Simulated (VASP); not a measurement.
Runs of VASP 6.6.1 on Lu. The structure is cubic, space group Im-3m (No. 229). The conventional cell has a = 3.908 Å, b = 3.908 Å, c = 3.908 Å, α = 90.00°, β = 90.00°, γ = 90.00°. Around Lu (site symmetry m-3m) lie 8 Lu at 3.38 Å. This isn't the form of Lu at room conditions, which is hcp.

| level | spin | fixed moment (μB) | cell | k mesh | smearing | gap on the mesh (eV) | pressure (GPa) | moment (μB) |
| --- | --- | --- | --- | --- | --- | --- | --- | --- |
| BLYP+D4 | collinear, typed start | 1.0 | as given | 10 × 10 × 10 | methfessel-paxton 0.025 eV | - | 0.3 | 1.00 |
| PBE | off | - | volume scaled by 1.06 | 10 × 10 × 10 | fermi-dirac 0.05 eV | none | -2.5 | - |
| PBE | off | - | as given | 10 × 10 × 10 | fermi-dirac 0.05 eV | none | -0.1 | - |
| BLYP+D4 | collinear, typed start | 1.0 | volume scaled by 1.06 | 10 × 10 × 10 | methfessel-paxton 0.025 eV | - | (b) | 1.00 |
| PBE+D3(BJ) | off | - | as given | 7 × 7 × 7 | methfessel-paxton 0.15 eV | none | (a) | - |
| PBE+D4 | collinear, typed start | - | as given | 10 × 10 × 10 | fermi-dirac 0.1 eV | none | -1.1 | 0.00 |
| r2SCAN | off | - | as given | 10 × 10 × 10 | fermi-dirac 0.05 eV | none | (c) | - |

Alike in all rows: task single point; potentials or basis VASP PAW PBE potentials, release 64 (Lu); cutoff (eV) 520.

**Question.** Fill in the values left out.

**Answer.** (a) -2.3; (b) -2.1; (c) -0.3.

Caveats: the PAW data sets were made with another functional, which shifts forces and pressure a little (some runs); spin-orbit coupling is left out, which moves the levels of the heavy elements (some runs); the total moment is fixed, so each spin has its own Fermi level (some runs); pairwise dispersion overbinds metals, which lowers pressure and volume (some runs).

A k mesh can miss the band edges, and the runs leave out spin-orbit coupling on Lu.

A gap of «none» marks a metal or a gap under the smearing width.
